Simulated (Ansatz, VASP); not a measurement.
Sb in VASP and in Ansatz

Contents of INCAR:

```
ALGO = Normal ; EDIFF = 1E-7
ENCUT = 520 ; GGA = PS
ISIF = 2 ; ISMEAR = -1
LASPH = True ; LCHARG = False
LREAL = False ; LWAVE = False
NBANDS = 8 ; NELM = 80
PREC = Accurate ; SIGMA = 0.05
```

The input KPOINTS:

```
k-points
0
Gamma
  13 13 13
```

The input POSCAR:

```
Sb
1.0
    3.1280786256      0.0000000000      0.0000000000
    0.0000000000      3.1280786256      0.0000000000
    0.0000000000      0.0000000000      3.1280786256
Sb
1
Direct
    0.0000000000      0.0000000000      0.0000000000
```

Input for Ansatz:

```yaml
crystal:
  lattice:
    - [3.1280786256, 0.0, 0.0]
    - [0.0, 3.1280786256, 0.0]
    - [0.0, 0.0, 3.1280786256]
  atoms:
    - { symbol: Sb, position: [0.0, 0.0, 0.0] }
kpoints:
  mp_grid: { grid: [13, 13, 13] }
scf:
  occupations: { method: fermi_dirac, width: 0.05 }
hamiltonian:
  xc: pbesol
  pseudopotentials: { kind: all_electron, lapw: { basis_error: 0.001 } }
output:
  forces: true
  stress: true
  eigenvalues: true
```

Change from the starting cell: volume scaled by 0.97.

Alike in both runs: task single point; functional PBEsol; k mesh 13 × 13 × 13; occupations fermi-dirac, width 0.05 eV; no spin polarisation.

|  | VASP | Ansatz |
| --- | --- | --- |
| version | VASP 6.6.1 | Ansatz 0.2.0 |
| potentials or method | VASP PAW PBE potentials, release 64 (Sb) | all-electron LAPW, scalar-relativistic |
| plane-wave cutoff (eV) | 520 | see its input |

Ansatz gave:

* pressure (GPa): -3.6

Question: Which values does VASP return?

Answer: Pressure (GPa): -3.5.

Ansatz ran all-electron here, so the differences hold the error of VASP's frozen core and of both bases.

Caveats: the PAW data sets were made with another functional, which shifts forces and pressure a little (VASP). The runs have no spin-orbit coupling, so splittings on Sb are missing.
